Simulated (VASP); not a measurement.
# TePb (Pm-3m) in VASP: settings compared

The runs below take TePb through relaxation of cell and atoms, with PBE, r2SCAN.

All numbers are computed with VASP 6.6.1; they aren't measurements. Logs are shortened: lines on timing, memory, paths and dates and some standing lists are left out, and cuts for length are marked.

**1. The structure**

Symmetry: Pm-3m, No. 221, cubic system. Conventional cell: a = 4.002 Å, b = 4.002 Å, c = 4.002 Å, α = 90.00°, β = 90.00°, γ = 90.00°. Te (site symmetry m-3m) has 8 Pb at 3.47 Å as nearest neighbours. Pb (site symmetry m-3m) has 8 Te at 3.47 Å as nearest neighbours.

Measurements of this composition are mostly on another form, of space group No. 225.

**2. Relaxation of cell and atoms, PBE**

Contents of INCAR:

```
SYSTEM = TePb
PREC = Accurate ; ENCUT = 600
EDIFF = 1E-6 ; ISMEAR = 0
SIGMA = 0.03 ; LREAL = .FALSE.
LASPH = .TRUE. ; NELM = 80
ALGO = Normal ; ISIF = 3
LWAVE = .FALSE. ; LCHARG = .FALSE.
GGA = PE ; IBRION = 2
NSW = 90 ; EDIFFG = -0.01
```

Contents of KPOINTS:

```
regular mesh
0
G
  8 8 8
  0 0 0
```

Contents of POSCAR:

```
TePb
1.0
    4.0022870000      0.0000000000      0.0000000000
    0.0000000000      4.0022870000      0.0000000000
    0.0000000000      0.0000000000      4.0022870000
Te Pb
1 1
Direct
    0.5000000000      0.5000000000      0.5000000000
    0.0000000000      0.0000000000      0.0000000000
```

Potentials or basis: VASP PAW PBE potentials, release 64 (Te, Pb_d).

Started as:

```sh
$ cat potpaw_PBE.64/Te/POTCAR potpaw_PBE.64/Pb_d/POTCAR > POTCAR
$ mpirun -np 1 vasp_std > vasp.out
```

OUTCAR:

```text
SYSTEM = TePb
   PREC = Accurate
   ENCUT = 600
   EDIFF = 1E-6
   ISMEAR = 0
   LREAL = .FALSE.
   LASPH = .TRUE.
   NELM = 80
   ISIF = 3
   GGA = PE
   IBRION = 2
   NSW = 90
   EDIFFG = -0.01

 ion  position               nearest neighbor table
   1  0.500  0.500  0.500-   2 3.47   2 3.47   2 3.47   2 3.47   2 3.47   2 3.47   2 3.47   2 3.47

   2  0.000  0.000  0.000-   1 3.47   1 3.47   1 3.47   1 3.47   1 3.47   1 3.47   1 3.47   1 3.47

  LATTYP: Found a simple cubic cell.
 ALAT       =     4.0022870000

  Lattice vectors:

 A1 = (   4.0022870000,   0.0000000000,   0.0000000000)
 A2 = (   0.0000000000,   4.0022870000,   0.0000000000)
 A3 = (   0.0000000000,   0.0000000000,   4.0022870000)

Analysis of symmetry for initial positions (statically):
=====================================================================
 Subroutine PRICEL returns:
 Original cell was already a primitive cell.

 Routine SETGRP: Setting up the symmetry group for a
 simple cubic supercell.

 Subroutine GETGRP returns: Found 48 space group operations
 (whereof 48 operations were pure point group operations)
 out of a pool of 48 trial point group operations.

The static configuration has the point symmetry O_h .

Analysis of symmetry for dynamics (positions and initial velocities):
=====================================================================
 Subroutine PRICEL returns:
 Original cell was already a primitive cell.

 Routine SETGRP: Setting up the symmetry group for a
 simple cubic supercell.

 Subroutine GETGRP returns: Found 48 space group operations
 (whereof 48 operations were pure point group operations)
 out of a pool of 48 trial point group operations.

The dynamic configuration has the point symmetry O_h .

 Subroutine INISYM returns: Found 48 space group operations
 (whereof 48 operations are pure point group operations),
 and found     1 'primitive' translations

----------------------------------------------------------------------------------------

                                     Primitive cell

  volume of cell :      64.1098

  direct lattice vectors                    reciprocal lattice vectors
     4.002287000  0.000000000  0.000000000     0.249857144  0.000000000  0.000000000
     0.000000000  4.002287000  0.000000000     0.000000000  0.249857144  0.000000000
     0.000000000  0.000000000  4.002287000     0.000000000  0.000000000  0.249857144

  length of vectors
     4.002287000  4.002287000  4.002287000     0.249857144  0.249857144  0.249857144

  position of ions in fractional coordinates (direct lattice)
     0.500000000  0.500000000  0.500000000
     0.000000000  0.000000000  0.000000000

  ion indices of the primitive-cell ions
   primitive index   ion index
                 1           1
                 2           2

----------------------------------------------------------------------------------------

 KPOINTS: regular mesh

Automatic generation of k-mesh.
 Grid dimensions read from file:
 generate k-points for:    8    8    8

 Generating k-lattice:

  Cartesian coordinates                     Fractional coordinates (reciprocal lattice)
     0.031232143  0.000000000  0.000000000     0.125000000  0.000000000  0.000000000
     0.000000000  0.031232143  0.000000000     0.000000000  0.125000000  0.000000000
     0.000000000  0.000000000  0.031232143     0.000000000  0.000000000  0.125000000

  Length of vectors
     0.031232143  0.031232143  0.031232143

  Shift w.r.t. Gamma in fractional coordinates (k-lattice)
     0.000000000  0.000000000  0.000000000

 Subroutine IBZKPT returns following result:
 ===========================================

 Found     35 irreducible k-points:

 Following reciprocal coordinates:
            Coordinates               Weight
  0.000000  0.000000  0.000000      1.000000
  0.125000  0.000000  0.000000      6.000000
  0.250000  0.000000  0.000000      6.000000
  0.375000  0.000000  0.000000      6.000000
  0.500000  0.000000  0.000000      3.000000
  0.125000  0.125000  0.000000     12.000000
[... 16 lines left out ...]
  0.375000  0.375000  0.125000     24.000000
  0.500000  0.375000  0.125000     24.000000
 [... further k-points ...]
   k-points           NKPTS =     35   k-points in BZ     NKDIM =     35   number of bands    NBANDS=     14
   number of dos      NEDOS =    301   number of ions     NIONS =      2
   total plane-waves  NPLWV =  32768
   dimension x,y,z NGX =    32 NGY =   32 NGZ =   32
   dimension x,y,z NGXF=    64 NGYF=   64 NGZF=   64
   ions per type =               1   1
   NGX,Y,Z   is equivalent  to a cutoff of  13.29, 13.29, 13.29 a.u.
   NGXF,Y,Z  is equivalent  to a cutoff of  26.58, 26.58, 26.58 a.u.
 SYSTEM =  TePb
   PREC   = accura    normal or accurate (medium, high low for compatibility)
   ISTART =      0    job   : 0-new  1-cont  2-samecut
   ICHARG =      2    charge: 1-file 2-atom 10-const
   ISPIN  =      1    spin polarized calculation?
   LNONCOLLINEAR =      F non collinear calculations
   LSORBIT =      F    spin-orbit coupling
   LASPH  =      T    aspherical Exc in radial PAW
   ENCUT  =  600.0 eV  44.10 Ry    6.64 a.u.   7.99  7.99  7.99*2*pi/ulx,y,z
   NELM   =     80;   NELMIN=  2; NELMDL= -5     # of ELM steps
   EDIFF  = 0.1E-05   stopping-criterion for ELM
   LREAL  =      F    real-space projection
   EDIFFG = -.1E-01   stopping-criterion for IOM
   NSW    =     90    number of steps for IOM
   IBRION =      2    ionic relax: 0-MD 1-quasi-New 2-CG
   NFREE  =      1    steps in history (QN), initial steepest desc. (CG)
   ISIF   =      3    stress and relaxation
   ISYM   =      2    0-nonsym 1-usesym 2-fastsym
   POTIM  = 0.5000    time-step for ionic-motion
   TEBEG  =    0.0;   TEEND  =   0.0 temperature during run
   PSTRESS=    0.0 pullay stress
   NELECT =      20.0000    total number of electrons
   NUPDOWN=      -1.0000    fix difference up-down
   EMIN   =  10.00;   EMAX   =-10.00  energy-range for DOS
   EFERMI =   0.00;   METHOD = LEGACY
   ISMEAR =     0;   SIGMA  =   0.03  broadening in eV -4-tet -1-fermi 0-gaus
   EFERMI_NEDOS =   21; number of points for ismear=-14 and -15
   IALGO  =     38    algorithm
   IMIX   =      4    mixing-type and parameters
     AMIX     =   0.40;   BMIX     =  1.00
     AMIX_MAG =   1.60;   BMIX_MAG =  1.00
  volume/ion in A,a.u.               =      32.05       216.32
  Fermi-wavevector in a.u.,A,eV,Ry     =   1.110307  2.098177 16.773027  1.232783
  Thomas-Fermi vector in A             =   2.246857
   LORBIT       =      0    0 simple, 1 ext, 2 COOP (PROOUT), +10 PAW based schemes
   GGA     = PE    functional components
   LHFCALC =     F    Hartree Fock is set to
   AEXX    =    0.0000 exact exchange contribution
   IVDW    =     0    specifies the selected vdW correction
   LEPSILON=     F    determine dielectric tensor
   LRPA    =     F    only Hartree local field effects (RPA)
 conjugate gradient relaxation of ions
 non-spin polarized calculation
 Gauss-broadening in eV      SIGMA  =   0.03
  energy-cutoff  :      600.00
  volume of cell :       64.11
 maximum number of plane-waves:      2176
 NGX is ok and might be reduce to    32
   NGX = 15   NGY = 15   NGZ = 15

 number of electron      20.0000004 magnetization

 Free energy of the ion-electron system (eV)
  ---------------------------------------------------
  ext. energy  EPLUGINS =         0.00000000
  ---------------------------------------------------
  free energy    TOTEN  =        -7.06536991 eV

  energy without entropy =       -7.06476619  energy(sigma->0) =       -7.06506805

 E-fermi :   6.4181     XC(G=0):  -9.6817

 val. band max:        6.3310676037   @ k =   0.2500   0.1250   0.1250
 cond. band min:       6.4239940996   @ k =   0.5000   0.2500   0.0000
 fundamental gap:      0.0929264959
 Fermi energy:         6.4181264796

 k-point     1 :       0.0000    0.0000    0.0000
  band No.  band energies     occupation
      1     -10.7887      2.00000
      2     -10.7887      2.00000
      3     -10.7055      2.00000
      4     -10.7055      2.00000
      5     -10.7055      2.00000
      6      -5.7665      2.00000
      7      -0.3949      2.00000
      8       4.8270      2.00000
      9       4.8270      2.00000
     10       4.8270      2.00000
     11      10.4005      0.00000
     12      10.4005      0.00000
     13      11.6241      0.00000
     14      11.6241      0.00000

 k-point     2 :       0.1250    0.0000    0.0000
  band No.  band energies     occupation
      1     -10.7882      2.00000
      2     -10.7786      2.00000
      3     -10.7092      2.00000
      4     -10.7092      2.00000
      5     -10.7053      2.00000
      6      -5.6420      2.00000
      7      -0.6511      2.00000
      8       4.7138      2.00000
      9       4.9665      2.00000
     10       4.9665      2.00000
     11      10.4465      0.00000
     12      10.5132      0.00000
     13      11.2248      0.00000
     14      11.2248      0.00000

 k-point     3 :       0.2500    0.0000    0.0000
  band No.  band energies     occupation
      1     -10.7869      2.00000
      2     -10.7542      2.00000
      3     -10.7181      2.00000
      4     -10.7181      2.00000
      5     -10.7046      2.00000
      6      -5.2828      2.00000
      7      -1.3427      2.00000
      8       4.7153      2.00000
      9       5.3623      2.00000
     10       5.3623      2.00000
     11       8.9493      0.00000
     12      10.2610      0.00000
     13      10.2610      0.00000
     14      10.8451      0.00000

 k-point     4 :       0.3750    0.0000    0.0000
  band No.  band energies     occupation
      1     -10.7857      2.00000
      2     -10.7299      2.00000
      3     -10.7270      2.00000
      4     -10.7270      2.00000
      5     -10.7040      2.00000
      6      -4.7619      2.00000
      7      -2.1981      2.00000
      8       5.1132      2.00000
      9       5.9120      2.00000
     10       5.9120      2.00000
     11       7.4547      0.00000
     12       9.2206      0.00000
     13       9.2206      0.00000
     14      11.3543      0.00000

 k-point     5 :       0.5000    0.0000    0.0000
  band No.  band energies     occupation
      1     -10.7852      2.00000
      2     -10.7307      2.00000
      3     -10.7307      2.00000
      4     -10.7199      2.00000
      5     -10.7037      2.00000
      6      -4.4175      2.00000
      7      -2.6785      2.00000
      8       5.6180      2.00000
      9       6.2463      2.00000
     10       6.2463      2.00000
     11       6.5742      0.00000
[... 276 lines left out ...]
 k-point    22 :       0.5000    0.2500    0.1250
  band No.  band energies     occupation
      1     -10.7536      2.00000
      2     -10.7521      2.00000
      3     -10.7335      2.00000
      4     -10.7187      2.00000
      5     -10.7023      2.00000
      6      -4.0181      2.00000
      7      -2.1162      2.00000
      8       3.4741      2.00000
      9       3.6729      2.00000
     10       5.6808      2.00000
     11       7.6494      0.00000
     12       9.1615      0.00000
     13      10.4522      0.00000
     14      13.5095      0.00000

 k-point    23 :       0.3750    0.3750    0.1250
  band No.  band energies     occupation
      1     -10.7613      2.00000
      2     -10.7455      2.00000
      3     -10.7283      2.00000
      4     -10.7272      2.00000
      5     -10.6947      2.00000
      6      -3.9343      2.00000
      7      -1.7189      2.00000
      8       2.4484      2.00000
      9       3.3916      2.00000
     10       5.6950      2.00000
     11       8.1278      0.00000
     12       9.4093      0.00000
     13       9.8573      0.00000
     14      13.4843      0.00000

 k-point    24 :       0.5000    0.3750    0.1250
  band No.  band energies     occupation
      1     -10.7671      2.00000
      2     -10.7431      2.00000
      3     -10.7312      2.00000
      4     -10.7269      2.00000
      5     -10.6860      2.00000
      6      -3.7602      2.00000
      7      -1.6866      2.00000
      8       2.5279      2.00000
      9       2.6321      2.00000
     10       5.9272      2.00000
     11       8.1022      0.00000
     12       9.2592      0.00000
     13       9.9192      0.00000
     14      13.3129      0.00000

 [... further k-points ...]

------------------------ aborting loop because EDIFF is reached ----------------------------------------

  FORCE on cell =-STRESS in cart. coord.  units (eV):
  Direction    XX          YY          ZZ          XY          YZ          ZX
  --------------------------------------------------------------------------------------
  -------------------------------------------------------------------------------------
  Total        0.0197167      0.0197167      0.0197167      0.0000000     -0.0000000      0.0000000
  in kB        0.4927415      0.4927415      0.4927415      0.0000000     -0.0000000      0.0000000
  external PRESSURE =       0.4927415 kB  Pullay stress =       0.0000000 kB

 VOLUME and BASIS-vectors are now :
 -----------------------------------------------------------------------------
  energy-cutoff  :      600.00
  volume of cell :       64.11
      direct lattice vectors                 reciprocal lattice vectors
     4.002287000  0.000000000  0.000000000     0.249857144  0.000000000  0.000000000
     0.000000000  4.002287000  0.000000000     0.000000000  0.249857144  0.000000000
     0.000000000  0.000000000  4.002287000     0.000000000  0.000000000  0.249857144

 POSITION                                       TOTAL-FORCE (eV/Angst)
 -----------------------------------------------------------------------------------
      2.00114      2.00114      2.00114         0.000000      0.000000      0.000000
      0.00000      0.00000      0.00000         0.000000      0.000000      0.000000
 -----------------------------------------------------------------------------------
    total drift:                                0.000000      0.000000      0.000000

  FREE ENERGIE OF THE ION-ELECTRON SYSTEM (eV)
  ---------------------------------------------------
  free  energy   TOTEN  =        -7.0653699144 eV

  energy  without entropy=       -7.0647661928  energy(sigma->0) =       -7.06506805

 reached required accuracy - stopping structural energy minimisation
```

Run time: 18 s. Hardware: 1 thread of Intel Xeon Platinum 8488C (Sapphire Rapids), shared host; peak memory 0.19 GiB.

Results:

```
Free energy             : -7.0654 eV
Pressure after relaxing : 0.0 GPa
Band gap on the k mesh  : none (metal or under the smearing width)
```

Final structure:
```cif
data_structure
_symmetry_space_group_name_H-M 'P 1'
_symmetry_Int_Tables_number 1
_cell_length_a 4.0023
_cell_length_b 4.0023
_cell_length_c 4.0023
_cell_angle_alpha 90.000
_cell_angle_beta 90.000
_cell_angle_gamma 90.000
_cell_volume 64.11
loop_
_atom_site_label
_atom_site_type_symbol
_atom_site_fract_x
_atom_site_fract_y
_atom_site_fract_z
_atom_site_occupancy
Te1 Te 0.50000 0.50000 0.50000 1
Pb1 Pb 0.00000 0.00000 0.00000 1
```

Caveat: the relaxation stopped at its first step, so nothing moved.

[end of part 1 of 2]
